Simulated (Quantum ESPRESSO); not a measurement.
**CsPbBr3 in Quantum ESPRESSO: the effect of dispersion**

The system is CsPbBr3.

```
CELL_PARAMETERS angstrom
5.87000 0.00000 0.00000
0.00000 5.87000 0.00000
0.00000 0.00000 5.87000
ATOMIC_POSITIONS crystal
Pb 0.50000 0.50000 0.50000
Cs 0.00000 0.00000 0.00000
Br 0.50000 0.50000 0.00000
Br 0.50000 0.00000 0.50000
Br 0.00000 0.50000 0.50000
```

Measurements of this composition are mostly on another form, of space group No. 62.

Alike in all runs:

| Property | Result |
| --- | --- |
| Program | Quantum ESPRESSO 7.5 |
| Task | phonons |
| Potentials or basis | SPMS 1.0 PBE |
| Cutoff | 680 eV |
| Density cutoff | 2721 eV |
| k mesh | 2 × 2 × 2, shifted |
| Occupations | fermi-dirac, width 0.05 eV |
| Spin | no spin polarisation |

Each run relaxes the cell or the atoms first.

| dispersion | functional | relaxed volume (Å³/atom) | highest phonon frequency (cm⁻¹) |
| --- | --- | --- | --- |
| none | PBE | 41.33 | 123 |
| D2 | PBE | 35.22 | 190 |
| D3(BJ) two-body | PBE | ? | ? |
| rVV10 | rPW86PBE | 39.93 | 147 |
| rev-vdW-DF2 | rev-vdW-DF2 | 39.42 | 142 |

Task: What does the run with dispersion D3(BJ) two-body give?

Result: Relaxed volume 39.70 Å³/atom; highest phonon frequency 140 cm⁻¹.

Caveats: the potentials were made for another functional, which shifts forces and pressure (some runs).
